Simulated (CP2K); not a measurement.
HfC: equation of state with r2SCAN

Crystal: HfC.

```
Hf C
1.0
     3.28805    0.00000    0.00000
     1.64402    2.84753    0.00000
     1.64402    0.94918    2.68468
Hf C
1 1
Direct
  0.50000 0.50000 0.50000
  0.00000 0.00000 0.00000
```

- Program: CP2K 2026.2
- Task: equation of state
- Functional: r2SCAN
- Potentials or basis: POTENTIAL_UZH Hf GTH-SCAN-q12, C GTH-SCAN-q4; TZVP-MOLOPT-SCAN-GTH basis
- Density cutoff: 9184 eV
- k mesh: 10 × 10 × 10
- Occupations: fermi-dirac, width 0.0259 eV
- Spin: no spin polarisation

The equilibrium volume is 12.25 Å³/atom and the bulk modulus is 262 GPa. The pressure derivative of the bulk modulus is 6.0 (rough: it moves with the points fitted).

Energy against volume, from the lowest point:
```
volume (Å³/atom)  energy (meV/atom)
          11.814              12.83
          12.065               0.36
          12.317               0.00
          12.568               5.70
          12.819              18.46
          13.071              37.59
          13.322              62.50
```

All runs of the series together: 15 min on 1 thread of Arm Neoverse V2, on a shared host.

Caveat: the fit is doubtful: noisy points or a state that changes with volume; the basis of atomic orbitals isn't converged, which shifts pressures, moduli and gaps. Spin-orbit coupling is left out, which matters for the levels of Hf.
